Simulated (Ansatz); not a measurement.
**AlN (P6_3mc): the equilibrium volume**

Aim: the volume at which the pressure of AlN (P6_3mc) vanishes.

Computed with Ansatz 0.2.0 (DFT PBE, scalar-relativistic, plane waves, PAW, unless a step's input says otherwise).

3 further runs of the same task are left out: 3 set aside as unsound or not needed.

**1. The structure to begin with**

Symmetry: P6_3mc, No. 186, hexagonal system. Conventional cell: a = 3.129 Å, b = 3.129 Å, c = 5.017 Å, α = 90.00°, β = 90.00°, γ = 120.00°. Al (site symmetry 3m) is surrounded by 4 N at 1.90 to 1.91 Å. N (site symmetry 3m) has 4 Al at 1.90 to 1.91 Å as nearest neighbours.

As a file:

```
CELL_PARAMETERS angstrom
3.12859 0.00000 0.00000
-1.56429 2.70944 0.00000
0.00000 0.00000 5.01696
ATOMIC_POSITIONS crystal
Al 0.66667 0.33333 0.49929
Al 0.33333 0.66667 0.99929
N 0.66667 0.33333 0.88071
N 0.33333 0.66667 0.38071
```

**2. The first run (PBE, 6×6×4 mesh)**

Input file input.yaml:

```yaml
crystal:
  lattice:
    - [3.128588136, 0.0, 0.0]
    - [-1.564294068, 2.7094368037, 0.0]
    - [0.0, 0.0, 5.016955]
  atoms:
    - { symbol: Al, position: [0.66666667, 0.33333333, 0.499287] }
    - { symbol: Al, position: [0.33333333, 0.66666667, 0.999287] }
    - { symbol: "N", position: [0.66666667, 0.33333333, 0.880713] }
    - { symbol: "N", position: [0.33333333, 0.66666667, 0.380713] }
basis:
  ecutwfc: 420
kpoints:
  mp_grid: { grid: [6, 6, 4] }
hamiltonian:
  xc: pbe
scf:
  occupations: { method: gaussian, width: 0.1 }
output:
  forces: true
  stress: true
  eigenvalues: true
```

Command:

```
ansatz run input.yaml --threads 8 --pin off --max-ram 16384MiB --backend cpu --events-out ev --progress --plain --runs-dir out
```

What it wrote (excerpt; [...] marks lines left out):

```text
Warning: RAYON_NUM_THREADS=8 ignored (pool sized by the plan → 8); use --threads N
[...]
Pseudopotentials: kind: paw
Pseudopotential: Al, paw, valence charge 3, recommended cutoff 420 eV (normal), Al.paw.azcp
Pseudopotential: N, paw, valence charge 5, recommended cutoff 420 eV (normal), N.paw.azcp
Functional definition: PBE
[...]
Crystal: 4 atoms, lattice volume = 42.527 Å³
Basis set: ecut = 420 eV, 833 PW (Γ), exchange–correlation on 48×48×72 points (8 copies of the dense FFT grid, shifted against one another)
Bands: 12, of which v1, the nominal top of the filled ones, is band 8 counted from 1 (7 counted from 0)
Symmetry: 12 space group operations
Space group: P63mc (ITA 186), of the structure as read, at distance tolerance 3.5e-5 Å
k-points: 21 of 144 (time reversal used)
[...]
SCF iter   1: F=—  HF=-1848.506386 eV  |F-HF|=—  |Δ(HF+E_count)|=         —  Δρ=7.87e-4  dr2=1.11e-4  ethr=1.77e-3  ⟨swp⟩=5.2  Hψ=1588  notcnv=0
[...]
SCF iter   6: F=-1848.506556 eV  HF=-1848.506556 eV  |F-HF|=1.32e-11  |Δ(HF+E_count)|=  6.78e-10  Δρ=2.39e-7  dr2=9.55e-12  ethr=1.38e-11  ⟨swp⟩=1.9  Hψ=770  notcnv=0
[...]
SCF converged after 6 iterations
Free energy (F): -1848.506556 eV
[...]
E sigma→0 (E₀):  -1848.506556 eV
Fermi energy:    8.977893 eV
[...]
--- Forces (eV/Å), atoms counted from 1 ---
  atom   1  Al     0.00000000     0.00000000    -0.00508847
  atom   2  Al    -0.00000000    -0.00000000    -0.00508847
  atom   3  N      0.00000000    -0.00000000     0.00507561
  atom   4  N     -0.00000000     0.00000000     0.00507561
[...]
--- Stress (GPa, compression-positive) ---
        0.273981       0.000000      -0.000000
        0.000000       0.273981      -0.000000
       -0.000000      -0.000000       0.188450
  P = ⅓ Tr σ = 0.2455 GPa (2.455 kbar)
--- Band table (eV; the first three rows and the last of 21) ---
  k-point 0: bands = ["-8.1055", "-6.0249", "1.0538", "6.1164", "6.1164", "6.7553", "6.7553", "6.9544", "11.0013", "13.4836", "17.4172", "18.0043"]
[...]
```

Run time: 0.35 s. Hardware: 8 threads of Arm Neoverse V1, shared host; peak memory 0.31 GiB.

Read off: volume 10.632 Å³/atom, pressure 0.25 GPa, gap on the mesh 4.05 eV.

**3. Full relaxation**

Changes to input.yaml since step 2:

```diff
@@ -13,3 +13,3 @@
 kpoints:
-  mp_grid: { grid: [6, 6, 4] }
+  mp_grid: { grid: [9, 9, 4] }
 hamiltonian:
@@ -17,3 +17,3 @@
 scf:
-  occupations: { method: gaussian, width: 0.1 }
+  occupations: { method: gaussian, width: 0.02 }
 output:
@@ -22 +22,6 @@
   eigenvalues: true
+relax:
+  adjacent_minimum: "off"
+  f_tol: 0.005
+  max_steps: 80
+  cell: { stress_tol: 0.05 }
```

Command:

```
ansatz run input.yaml --threads 8 --pin off --max-ram 16384MiB --backend cpu --events-out ev --progress --plain --runs-dir out
```

What it wrote:

```text
Warning: RAYON_NUM_THREADS=8 ignored (pool sized by the plan → 8); use --threads N
Engine: ansatz 0.2.0, aarch64-unknown-linux-gnu
[... 4 set-up lines as earlier in the session ...]
  parameter kappa = 0.804
  parameter beta = 0.06672455060314922
  exchange = pbe_x(kappa = kappa, mu = beta*pi^2/3)
  correlation = pbe_c(beta = beta)
Crystal: 4 atoms, lattice volume = 42.527 Å³
Basis set: ecut = 420 eV, 833 PW (Γ), exchange–correlation on 48×48×72 points (8 copies of the dense FFT grid, shifted against one another)
Bands: 12, of which v1, the nominal top of the filled ones, is band 8 counted from 1 (7 counted from 0)
[... 2 set-up lines as earlier in the session ...]
k-points: 36 of 324 (time reversal used)
Non-local potential: Al, projectors of the file, l = 0: 2, l = 1: 2, l = 2: 1
Non-local potential: N, projectors of the file, l = 0: 2, l = 1: 2, l = 2: 1
PAW form: soft (Blöchl's): semilocal exchange-correlation on the pseudo side does not see the compensation charge
PAW one-centre angular grid: Al, 110 points (default); XC on 64 Gauss nodes
PAW one-centre angular grid: N, 110 points (default); XC on 64 Gauss nodes
Initial density: superposition of atomic densities (neutral atoms: chi_scale 0, normalization atom), corrected by the library's trained network
Initial wavefunctions: pseudopotential atomic-orbital guess
Functional: x = pbe(κ = 0.804, μ = 0.2195149727645171), c = pbe(β = 0.06672455060314922)
SCF iter   1: F=—  HF=-1848.507663 eV  |F-HF|=—  |Δ(HF+E_count)|=         —  Δρ=8.14e-4  dr2=1.31e-4  ethr=1.77e-3  ⟨swp⟩=6.1  Hψ=2915  notcnv=0
preconditioner: auto → none  [insulator: Δε(μ)=4.044 eV  Ē_g=12.992 eV  σ=0.020 eV  W_gap=1.00  n_scr=2 (ndim 8)  ℏωp=22.8 eV  f_vac=0.000  D(μ)=0.00/eV (n_scr^D=0)  ε∞_Penn≈4.1]
SCF iter   2: F=—  HF=-1848.508005 eV  |F-HF|=—  |Δ(HF+E_count)|=   3.41e-4  Δρ=3.94e-4  dr2=2.04e-5  ethr=8.17e-7  ⟨swp⟩=2.3  Hψ=1050  notcnv=0
SCF iter   3: F=—  HF=-1848.507850 eV  |F-HF|=—  |Δ(HF+E_count)|=   1.55e-4  Δρ=6.23e-5  dr2=6.45e-7  ethr=1.27e-7  ⟨swp⟩=2.2  Hψ=692  notcnv=0
iter 4 did not close the SCF: its close was put off for the readings that it lacked (scf_convergence_deferred on its scf_iter line)
SCF iter   4: F=-1848.507852 eV  HF=-1848.507852 eV  |F-HF|=1.11e-8  |Δ(HF+E_count)|=   1.99e-6  Δρ=9.79e-6  dr2=1.66e-8  ethr=4.03e-9  ⟨swp⟩=2.1  Hψ=705  notcnv=0
iter 5 did not close the SCF: its close was put off for the readings that it lacked (scf_convergence_deferred on its scf_iter line)
SCF iter   5: F=-1848.507852 eV  HF=-1848.507852 eV  |F-HF|=5.63e-10  |Δ(HF+E_count)|=   1.33e-8  Δρ=1.86e-6  dr2=8.09e-10  ethr=1.04e-10  ⟨swp⟩=2.6  Hψ=737  notcnv=0
SCF iter   6: F=-1848.507852 eV  HF=-1848.507852 eV  |F-HF|=9.32e-12  |Δ(HF+E_count)|=  2.46e-10  Δρ=1.74e-7  dr2=5.53e-12  ethr=5.05e-12  ⟨swp⟩=1.2  Hψ=1250  notcnv=0
SCF 1 converged in 6 iterations: F = -1848.507852 eV  dr2 = 5.53e-12
relax step   1: F+E_penalty+E_count = -1848.50785171 eV  Δ(F+E_penalty+E_count) = +0.000e0 eV  max|allowed force component| = 3.823e-3 eV/Å  Δτ_max = 0.0000 Å  P = +0.252 GPa  Ω = 42.527 Å³  (6 SCF iters, dr2 threshold 1.00e-7 eV, accepted)
Crystal: 4 atoms, lattice volume = 42.555 Å³
Initial density: handed on by an earlier stage of this run
Initial wavefunctions: those handed on with the density
iter 1 solved again at ethr=6.43e-8 eV; its pass at ethr=3.10e-3 eV (dr2=1.03e-5 eV) is discarded
SCF iter   1: F=—  HF=-1848.508044 eV  |F-HF|=—  |Δ(HF+E_count)|=         —  Δρ=1.48e-4  dr2=1.06e-5  ethr=6.43e-8  ⟨swp⟩=1.0  Hψ=2618  notcnv=0
preconditioner: auto → none  [insulator: Δε(μ)=4.039 eV  Ē_g=12.988 eV  σ=0.020 eV  W_gap=1.00  n_scr=2 (ndim 8)  ℏωp=22.8 eV  f_vac=0.000  D(μ)=0.00/eV (n_scr^D=0)  ε∞_Penn≈4.1]
SCF iter   2: F=—  HF=-1848.507803 eV  |F-HF|=—  |Δ(HF+E_count)|=   2.41e-4  Δρ=2.89e-5  dr2=3.79e-7  ethr=6.43e-8  ⟨swp⟩=2.1  Hψ=641  notcnv=0
iter 3 did not close the SCF: its close was put off for the readings that it lacked (scf_convergence_deferred on its scf_iter line)
SCF iter   3: F=-1848.507803 eV  HF=-1848.507803 eV  |F-HF|=3.62e-9  |Δ(HF+E_count)|=   8.28e-8  Δρ=1.03e-5  dr2=3.16e-8  ethr=2.37e-9  ⟨swp⟩=2.0  Hψ=682  notcnv=0
iter 4 did not close the SCF: its close was put off for the readings that it lacked (scf_convergence_deferred on its scf_iter line)
SCF iter   4: F=-1848.507803 eV  HF=-1848.507803 eV  |F-HF|=8.53e-11  |Δ(HF+E_count)|=   1.22e-9  Δρ=6.91e-7  dr2=1.04e-10  ethr=1.97e-10  ⟨swp⟩=2.1  Hψ=722  notcnv=0
iter 5 did not close the SCF: its close was put off for the readings that it lacked (scf_convergence_deferred on its scf_iter line)
SCF iter   5: F=-1848.507803 eV  HF=-1848.507803 eV  |F-HF|=4.09e-12  |Δ(HF+E_count)|=  9.96e-11  Δρ=1.39e-7  dr2=4.42e-12  ethr=1.00e-12  ⟨swp⟩=2.9  Hψ=761  notcnv=0
SCF iter   6: F=-1848.507803 eV  HF=-1848.507803 eV  |F-HF|=2.27e-13  |Δ(HF+E_count)|=  5.23e-12  Δρ=1.82e-8  dr2=9.49e-14  ethr=1.00e-12  ⟨swp⟩=1.0  Hψ=1008  notcnv=0
SCF 2 converged in 6 iterations: F = -1848.507803 eV  dr2 = 9.49e-14
relax step   2: F+E_penalty+E_count = -1848.50780278 eV  Δ(F+E_penalty+E_count) = +4.892e-5 eV  max|allowed force component| = 2.488e-3 eV/Å  Δτ_max = 0.0002 Å  P = +0.121 GPa  Ω = 42.555 Å³  energy of the carried Pulay correction = -8.419e-5 eV  (6 SCF iters, dr2 threshold 1.88e-7 eV, accepted)
Crystal: 4 atoms, lattice volume = 42.580 Å³
iter 1 solved again at ethr=5.61e-8 eV; its pass at ethr=3.10e-3 eV (dr2=8.98e-6 eV) is discarded
SCF iter   1: F=—  HF=-1848.507975 eV  |F-HF|=—  |Δ(HF+E_count)|=         —  Δρ=1.37e-4  dr2=9.24e-6  ethr=5.61e-8  ⟨swp⟩=1.0  Hψ=2618  notcnv=0
preconditioner: auto → none  [insulator: Δε(μ)=4.033 eV  Ē_g=12.983 eV  σ=0.020 eV  W_gap=1.00  n_scr=2 (ndim 8)  ℏωp=22.8 eV  f_vac=0.000  D(μ)=0.00/eV (n_scr^D=0)  ε∞_Penn≈4.1]
SCF iter   2: F=—  HF=-1848.507734 eV  |F-HF|=—  |Δ(HF+E_count)|=   2.41e-4  Δρ=2.52e-5  dr2=3.03e-7  ethr=5.61e-8  ⟨swp⟩=2.1  Hψ=648  notcnv=0
iter 3 did not close the SCF: its close was put off for the readings that it lacked (scf_convergence_deferred on its scf_iter line)
SCF iter   3: F=-1848.507734 eV  HF=-1848.507734 eV  |F-HF|=3.32e-9  |Δ(HF+E_count)|=   6.67e-8  Δρ=9.31e-6  dr2=2.57e-8  ethr=1.89e-9  ⟨swp⟩=2.0  Hψ=685  notcnv=0
iter 4 did not close the SCF: its close was put off for the readings that it lacked (scf_convergence_deferred on its scf_iter line)
SCF iter   4: F=-1848.507734 eV  HF=-1848.507734 eV  |F-HF|=4.12e-11  |Δ(HF+E_count)|=   1.45e-9  Δρ=6.56e-7  dr2=9.95e-11  ethr=1.60e-10  ⟨swp⟩=2.1  Hψ=721  notcnv=0
iter 5 did not close the SCF: its close was put off for the readings that it lacked (scf_convergence_deferred on its scf_iter line)
SCF iter   5: F=-1848.507734 eV  HF=-1848.507734 eV  |F-HF|=9.09e-12  |Δ(HF+E_count)|=  5.28e-11  Δρ=1.78e-7  dr2=5.87e-12  ethr=1.00e-12  ⟨swp⟩=2.1  Hψ=720  notcnv=0
SCF iter   6: F=-1848.507734 eV  HF=-1848.507734 eV  |F-HF|=0.00e0  |Δ(HF+E_count)|=  1.00e-11  Δρ=1.34e-8  dr2=4.89e-14  ethr=1.00e-12  ⟨swp⟩=1.0  Hψ=1008  notcnv=0
SCF 3 converged in 6 iterations: F = -1848.507734 eV  dr2 = 4.89e-14
relax step   3: F+E_penalty+E_count = -1848.50773399 eV  Δ(F+E_penalty+E_count) = +6.879e-5 eV  max|allowed force component| = 3.910e-4 eV/Å  Δτ_max = 0.0001 Å  P = -0.000 GPa  Ω = 42.580 Å³  energy of the carried Pulay correction = -1.632e-4 eV  (6 SCF iters, dr2 threshold 3.71e-8 eV, accepted)
Initial wavefunctions: pseudopotential atomic-orbital guess (no wavefunctions were taken with the density)
iter 1 solved again at ethr=9.36e-9 eV; its pass at ethr=3.10e-3 eV (dr2=1.50e-6 eV) is discarded
SCF iter   1: F=—  HF=-1848.508103 eV  |F-HF|=—  |Δ(HF+E_count)|=         —  Δρ=8.77e-6  dr2=6.56e-9  ethr=9.36e-9  ⟨swp⟩=3.1  Hψ=4192  notcnv=0
preconditioner: auto → none  [insulator: Δε(μ)=4.034 eV  Ē_g=12.984 eV  σ=0.020 eV  W_gap=1.00  n_scr=2 (ndim 8)  ℏωp=22.8 eV  f_vac=0.000  D(μ)=0.00/eV (n_scr^D=0)  ε∞_Penn≈4.1]
SCF iter   2: F=—  HF=-1848.507865 eV  |F-HF|=—  |Δ(HF+E_count)|=   2.38e-4  Δρ=4.42e-6  dr2=1.73e-9  ethr=4.10e-11  ⟨swp⟩=3.3  Hψ=907  notcnv=0
SCF iter   3: F=—  HF=-1848.507865 eV  |F-HF|=—  |Δ(HF+E_count)|=   2.56e-9  Δρ=2.73e-6  dr2=5.66e-10  ethr=1.08e-11  ⟨swp⟩=1.0  Hψ=432  notcnv=0
iter 4 did not close the SCF: its close was put off for the readings that it lacked (scf_convergence_deferred on its scf_iter line)
SCF iter   4: F=-1848.507865 eV  HF=-1848.507865 eV  |F-HF|=2.50e-12  |Δ(HF+E_count)|=   1.84e-9  Δρ=1.40e-7  dr2=2.42e-12  ethr=3.54e-12  ⟨swp⟩=2.1  Hψ=679  notcnv=0
iter 5 did not close the SCF: its close was put off for the readings that it lacked (scf_convergence_deferred on its scf_iter line)
SCF iter   5: F=-1848.507865 eV  HF=-1848.507865 eV  |F-HF|=4.55e-13  |Δ(HF+E_count)|=  1.82e-12  Δρ=5.66e-8  dr2=4.84e-13  ethr=1.00e-12  ⟨swp⟩=1.0  Hψ=432  notcnv=0
iter 6 did not close the SCF: its close was put off for the readings that it lacked (scf_convergence_deferred on its scf_iter line)
SCF iter   6: F=-1848.507865 eV  HF=-1848.507865 eV  |F-HF|=0.00e0  |Δ(HF+E_count)|=  6.82e-13  Δρ=2.89e-8  dr2=1.01e-13  ethr=1.00e-12  ⟨swp⟩=1.0  Hψ=432  notcnv=0
iter 7 did not close the SCF: its close was put off for the readings that it lacked (scf_convergence_deferred on its scf_iter line)
SCF iter   7: F=-1848.507865 eV  HF=-1848.507865 eV  |F-HF|=4.55e-13  |Δ(HF+E_count)|=  4.55e-13  Δρ=1.17e-8  dr2=1.57e-14  ethr=1.00e-12  ⟨swp⟩=1.0  Hψ=432  notcnv=0
SCF iter   8: F=-1848.507865 eV  HF=-1848.507865 eV  |F-HF|=2.27e-13  |Δ(HF+E_count)|=  6.82e-13  Δρ=3.30e-9  dr2=1.21e-15  ethr=1.00e-12  ⟨swp⟩=1.0  Hψ=1008  notcnv=0
SCF 4 converged in 8 iterations: F = -1848.507865 eV  dr2 = 1.21e-15
relax step   4: F+E_penalty+E_count = -1848.50786471 eV  Δ(F+E_penalty+E_count) = -1.307e-4 eV  max|allowed force component| = 4.091e-4 eV/Å  Δτ_max = 0.0000 Å  P = +0.006 GPa  Ω = 42.580 Å³  stress off target by 6.95e-3 GPa  SCF on the basis re-selected at this cell (its energy is not comparable with the rows above)  (8 SCF iters)
basis re-selected at this cell: Δ(F+E_penalty+E_count) = -1.307e-4 eV, ΔP = +0.006 GPa vs the last step (what re-selecting the basis moved, of the pressure what is left beyond the Pulay correction that the steps carried, after the strain that the cell walked since its last selection, with what the two solves' SCF thresholds leave and, on support functions, any second-order correction that the steps lacked; it is no measure of the basis error at this ecutwfc). This SCF's stress stands 6.95e-3 GPa from its target on what of the cell is left free (relax.cell.stress_tol is 5.00e-2 GPa) and its largest allowed force component is 4.09e-4 eV/Å (relax.f_tol is 5.00e-3 eV/Å): within both
SCF converged after 8 iterations
Free energy (F): -1848.507865 eV
Harris-Foulkes:  -1848.507865 eV  (|F-HF|=2.27e-13)
Internal energy: -1848.507865 eV  (E = F + TS)
E sigma→0 (E₀):  -1848.507865 eV
Fermi energy:    8.960283 eV
--- Per-component energies (eV) ---
  E_band       = 27.854896
  E_kinetic    = 317.322383
  E_local      = -451.605016  (includes V_loc(G=0)·N_el)
  E_nonlocal   = 110.503507
  E_hartree    = 156.640852
  E_xc         = -203.250354
  E_vxc        = -215.380394  (∫ρ·V_xc dr)
  E_paw        = -1190.066832  (= ΣΔE_a)
  E_vpaw       = -46.267483  (= ΣTr[D̂ρ^β])
  E_aug_tail   = 0.000195  (compensation charges beyond the density's cutoff)
  E_ewald      = -588.052600
  E_smearing   = -0.000000  (= −TS)
  E_closure    = 0.000000  (closes the sum)
  Σ components = -1848.507865   (vs F -1848.507865, Δ=0.00e0)
--- Forces (eV/Å), atoms counted from 1 ---
  atom   1  Al    -0.00000000     0.00000000    -0.00041501
  atom   2  Al    -0.00000000    -0.00000000    -0.00041501
  atom   3  N     -0.00000000    -0.00000000     0.00040312
  atom   4  N      0.00000000     0.00000000     0.00040312
  max |Σ_I F_I| component: 2.38e-5 eV/Å
--- Stress (GPa, compression-positive) ---
        0.005130       0.000000       0.000000
       -0.000000       0.005130       0.000000
        0.000000       0.000000       0.006950
  P = ⅓ Tr σ = 0.0057 GPa (0.057 kbar)
--- Band table (eV; the first three rows and the last of 36) ---
  k-point 0: bands = ["-8.1119", "-6.0340", "1.0473", "6.1012", "6.1012", "6.7406", "6.7406", "6.9432", "10.9773", "13.4569", "17.3963", "17.9791"]
  k-point 1: bands = ["-7.8812", "-6.4497", "1.8231", "5.7408", "6.1900", "6.1900", "6.6425", "6.6425", "11.9477", "13.5708", "17.0662", "17.9512"]
  k-point 2: bands = ["-7.2487", "-7.2487", "3.6467", "3.6467", "6.4118", "6.4118", "6.4118", "6.4118", "13.2502", "13.2502", "17.1194", "17.1194"]
  k-point 35: bands = ["-5.6435", "-5.6435", "2.1738", "2.1738", "3.1646", "3.1646", "6.1571", "6.1571", "14.2971", "14.2971", "14.6574", "14.6574"]
--- Relaxed structure (3 steps of the walk, 3 accepted, 1 SCFs on fresh bases) ---
  F+E_penalty+E_count = -1848.50786471 eV   max|allowed force component| = 4.091e-4 eV/Å   (the final SCF, on the basis selected at the relaxed cell)
  cell:  # Å, volume = 42.5802 Å³
    - [3.13020362580885, -8.805030571253245e-34, 1.7262340197814888e-34]
    - [-1.565101812904425, 2.7108358589686237, 3.65241146477691e-20]
    - [2.768161873768644e-34, 6.76302319916157e-20, 5.018019379611313]
  atoms:
    - { symbol: Al, position: [0.6666666666666666, 0.3333333333333333, 0.49923494869105195] }
    - { symbol: Al, position: [0.3333333333333333, 0.6666666666666666, 0.999234948691052] }
    - { symbol: N, position: [0.6666666666666666, 0.3333333333333333, 0.8807650513089481] }
    - { symbol: N, position: [0.3333333333333333, 0.6666666666666666, 0.38076505130894805] }
```

Wall time 1.8 s (8 threads of Arm Neoverse V1, shared host); peak memory 0.37 GiB.

The steps of the relaxation:

| step | energy from step 1 (meV/atom) | largest force component (eV/Å) | pressure (GPa) | volume (Å³/atom) |
| --- | --- | --- | --- | --- |
| 1 | 0.0 | 0.004 | 0.25 | 10.632 |
| 2 | 0.0 | 0.002 | 0.12 | 10.639 |
| 3 | 0.0 | 0.000 | 0.00 | 10.645 |
| 4 | 0.0 | 0.000 | 0.01 | 10.645 |

Step 1 is the start. Step 4 repeats the geometry before it on a plane-wave basis chosen anew for the final cell, which leaves the energy as it was. The run keeps the 12 symmetry operations that it found, so it can't reach a distortion that breaks them.

Result: volume 10.645 Å³/atom, pressure 0.01 GPa, mesh gap 4.03 eV.

**4. Results**

| quantity | value |
| --- | --- |
| volume | 10.645 Å³/atom |
| pressure | 0.01 GPa |
| conventional cell | a = 3.130 Å, b = 3.130 Å, c = 5.018 Å, α = 90.00°, β = 90.00°, γ = 120.00° |
| gap on the mesh | 4.03 eV |

The volume stayed near 10.65 Å³/atom, where the pressure is zero within 0.01 GPa.

These are semilocal Kohn-Sham gaps, which aren't the measured quantity. Such gaps usually fall short of the measured ones.
